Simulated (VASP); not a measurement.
**Pd: equation of state with PBE**

The system is Pd.

```
Pd
1.0
     2.78367    0.00000    0.00000
    -1.39183    2.41072    0.00000
     0.00000    0.00000    4.62889
Pd
2
Direct
  0.33333 0.66667 0.25000
  0.66667 0.33333 0.75000
```

This isn't the form of Pd at room conditions, which is fcc.

```json
{
 "Program": "VASP 6.6.1",
 "Task": "equation of state",
 "Functional": "PBE",
 "Potentials or basis": "VASP PAW PBE potentials, release 64 (Pd)",
 "Cutoff": "520 eV",
 "k mesh": "11 × 11 × 6",
 "Occupations": "fermi-dirac, width 0.05 eV",
 "Spin": "no spin polarisation",
 "Further INCAR settings": "ALGO = Normal; EDIFF = 1e-07; NBANDS = 17"
}
```

| Item | Value |
| --- | --- |
| Equilibrium volume | 15.38 Å³/atom |
| Bulk modulus at fixed shape and positions | 165 GPa |
| Pressure derivative of the bulk modulus | 5.6 |

Energy against volume, from the lowest point:
```
volume (Å³/atom)  energy (meV/atom)
          14.600              22.26
          14.910               7.26
          15.221               0.17
          15.531               0.00
          15.842               5.88
          16.153              17.06
          16.463              32.86
```

All runs of the series together: 2.4 min on 1 thread of Intel(R) Xeon(R) Platinum 8488C (Sapphire Rapids), with other jobs on the host.

Caveat: the cell was scaled at fixed shape and fractional positions, which overstates the stiffness of a crystal with free parameters, most of all of layers and chains.
